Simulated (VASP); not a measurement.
## BaS: single point with PBE

**Measured values to compare with.**

From a printed reference work, monograph, original work of 1988, for a bulk crystal of BaS at 2 K: band gap 3.806 eV (indirect).

BaS:

```xyz
2
Lattice="0.0000 3.2144 3.2144 3.2144 0.0000 3.2144 3.2144 3.2144 0.0000" Properties=species:S:1:pos:R:3 pbc="T T T"
Ba    0.0000    0.0000    0.0000
S     3.2144    3.2144    3.2144
```

```
Program                : VASP 6.6.1
Task                   : single point
Functional             : PBE
Potentials or basis    : VASP PAW PBE potentials, release 64 (Ba_sv, S)
Cutoff                 : 520 eV
k mesh                 : 7 × 7 × 7
Occupations            : fermi-dirac, width 0.05 eV
Spin                   : no spin polarisation
Dipole correction      : no
Further INCAR settings : ALGO = Normal; EDIFF = 1e-06; NBANDS = 15
```

The pressure is 0.5 GPa. The band gap on the k mesh is 2.20 eV, indirect (least direct gap 2.35 eV).

Levels at points of the mesh, in eV from the valence-band top:
| k point | band 6 | band 7 | band 8 | band 9 | band 10 | band 11 |
| --- | --- | --- | --- | --- | --- | --- |
| (0.00, 0.00, 0.00) | 0.00 | 0.00 | 0.00 | 3.51 | 3.87 | 3.87 |

Wall time 13 s on 1 thread of Intel(R) Xeon(R) Platinum 8488C (Sapphire Rapids), on a shared host, peak memory 0.21 GiB.

Measured gap of BaS: 3.806 eV (indirect; 2 K; a printed reference work, monograph, original work of 1988). This calculation gives 2.20 eV (-1.61 eV). Spin-orbit coupling on Ba is left out. The value is that of PBE on a finite k mesh, which can miss the band edges, without temperature or zero-point motion. Semilocal functionals fall short of measured gaps as a rule.

Caveat: spin-orbit coupling is left out, which moves the levels of the heavy elements.
